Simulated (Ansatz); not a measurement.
# NaI: the cost of one run

Program: Ansatz 0.2.0. Level of theory: DFT PBE, scalar-relativistic, plane waves, PAW. These are calculated values, not measurements.

### 1 The structure to begin with

The structure is cubic, space group Fm-3m (No. 225). Conventional cell: a = 6.473 Å, b = 6.473 Å, c = 6.473 Å, α = 90.00°, β = 90.00°, γ = 90.00°. Na (site symmetry m-3m) is surrounded by 6 I at 3.24 Å. Around I (site symmetry m-3m) lie 6 Na at 3.24 Å.

Coordinates:

```
Na I
1.0
     0.00000    3.23640    3.23640
     3.23640    0.00000    3.23640
     3.23640    3.23640    0.00000
Na I
1 1
Direct
  0.00000 0.00000 0.00000
  0.50000 0.50000 0.50000
```

No relaxation comes first: the listed cell is the starting point.

### 2 Zero of energy

Reference values: F = -9001.8826 eV; pressure 0.42 GPa; largest force 0.000 eV/Å; gap on the mesh 3.64 eV. It was computed beforehand with the settings of the runs below.

### 3 Setting up shifting one sublattice

Every I atom is moved by x along the Cartesian unit vector (0.000, 0.000, 1.000); the cell and all other atoms stay fixed. Forces below are components along that vector, summed over the moved atoms.

### 4 x = -0.200 Å

Input file input.yaml:

```yaml
crystal:
  lattice:
    - [0.0, 3.2364, 3.2364]
    - [3.2364, 0.0, 3.2364]
    - [3.2364, 3.2364, 0.0]
  atoms:
    - { symbol: Na, position: [0.0, 0.0, 0.0] }
    - { symbol: I, position: [0.4691014708, 0.4691014708, 0.5308985292] }
basis:
  ecutwfc: 420
kpoints:
  mp_grid: { grid: [6, 6, 6] }
hamiltonian:
  xc: pbe
scf:
  occupations: { method: gaussian, width: 0.05 }
output:
  forces: true
  stress: true
  eigenvalues: true
  write_density: true
  write_potential: true
  elf: true
  volumetric_format: npy
```

Started as:

```bash
$ ansatz run input.yaml --threads 1 --pin off --max-ram 2560MiB --backend cpu --events-out ev --progress --plain --runs-dir out
```

**Question.** How long does this run take on 1 thread of Arm Neoverse V2, shared host, and how much memory does it need?

About 3.7 s, with a peak of 0.33 GiB.
